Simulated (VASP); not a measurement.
Wanted: the native input for a VASP 6.6.1 run.

```
Task                   : relaxation of cell and atoms
Functional             : LDA
Potentials or basis    : VASP PAW LDA potentials, release 64 (Rh_pv)
Cutoff                 : 600 eV
k mesh                 : 16 × 16 × 16
Occupations            : methfessel-paxton, width 0.1 eV
Spin                   : no spin polarisation
Further INCAR settings : ALGO = Normal; EDIFF = 1e-06; IBRION = 2; EDIFFG = -0.01; NSW = 90; ISIF = 3
```

The structure of Rh lies in POSCAR:

```
Rh
1.0
    0.0000000000      1.8978500000      1.8978500000
    1.8978500000      0.0000000000      1.8978500000
    1.8978500000      1.8978500000      0.0000000000
Rh
1
Direct
    0.0000000000      0.0000000000      0.0000000000
```

These files were run (other wordings do the same):

INCAR

```
PREC     = Accurate       # precision mode
ENCUT    = 600            # plane-wave cutoff, eV
EDIFF    = 1E-6           # SCF threshold, eV
ISMEAR   = 1              # smearing method
SIGMA    = 0.1            # smearing width, eV
LREAL    = F              # projectors in reciprocal space
LASPH    = T              # aspherical terms in the spheres
NELM     = 80             # most SCF steps
ALGO     = Normal         # electronic algorithm
ISIF     = 3              # what is computed and relaxed
LWAVE    = F              # write WAVECAR
LCHARG   = F              # write CHGCAR
GGA      = CA             # functional
IBRION   = 2              # ionic algorithm
NSW      = 90             # ionic steps
EDIFFG   = -0.01          # ionic threshold
```

KPOINTS

```
regular mesh
0
Gamma
  16 16 16
```

Potentials or basis: VASP PAW LDA potentials, release 64 (Rh_pv).

Run with:

```bash
$ cat potpaw_LDA.64/Rh_pv/POTCAR > POTCAR
$ mpirun -np 1 vasp_std > vasp.out
```

Results of the run:

The relaxed volume is 13.26 Å³/atom, the relaxed cell is a = 2.657 Å, b = 2.657 Å, c = 2.657 Å, α = 60.00°, β = 60.00°, γ = 60.00° and the space group after relaxing (to 0.05 Å) is Fm-3m (No. 225). The energy gained by relaxing is 12.0 meV/atom, the ionic steps are 4 and the pressure after relaxing is -0.1 GPa. The band gap on the k mesh is none (metal or under the smearing width).

It took 33 s on 1 thread of Intel(R) Xeon(R) Platinum 8488C (Sapphire Rapids), on a shared host, peak memory 0.16 GiB.
